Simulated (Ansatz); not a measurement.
Group exchange: C2H6O2S + C4H10O → CH4O3S + C5H12

Species: C2H6O2S (dimethyl sulfone) `CS(C)(=O)=O`, singlet; C4H10O (tert-butanol) `CC(C)(C)O`, singlet; CH4O3S (methanesulfonic acid) `CS(=O)(=O)O`, singlet; C5H12 (neopentane) `CC(C)(C)C`, singlet. The partners trade CH3 for OH: S–CH3 and C–OH bonds give way to S–OH and C–CH3.

Shapes, held fixed at every level: PBE0-D4/def2-TZVP. Flexible molecules stand in one conformer, not always the lowest. Programs: Ansatz 0.2.0. Electronic energies: no zero-point or thermal term.

```csv
level,kind,ΔE (kJ/mol),less CCSD(T)/CBS estimate
r2SCAN-D4/def2-TZVPP,meta-GGA,-38.3,0.0
BHLYP-D4/def2-TZVPP,global hybrid,-36.1,+2.2
r2SCAN0-D4/def2-TZVPP,global hybrid,-40.2,-1.9
wB97X-V/def2-TZVPP,range-separated hybrid,-38.7,-0.4
MP2/def2-SVP,perturbation theory,-34.1,+4.2
MP2/def2-TZVPP,perturbation theory,-47.7,-9.4
CCSD(T)/CBS estimate,coupled cluster or CI,-38.3,0.0
```

The highest level, CCSD(T)/CBS estimate, gives ΔE = -38.3 kJ/mol; the levels span -47.7 to -34.1. The column of differences is taken from that level and isn't an error. No measured value is set beside it here. The CBS estimate extrapolates MP2 from def2-TZVPP and def2-QZVPP and adds CCSD(T) − MP2 in the triple-zeta set, cores frozen.
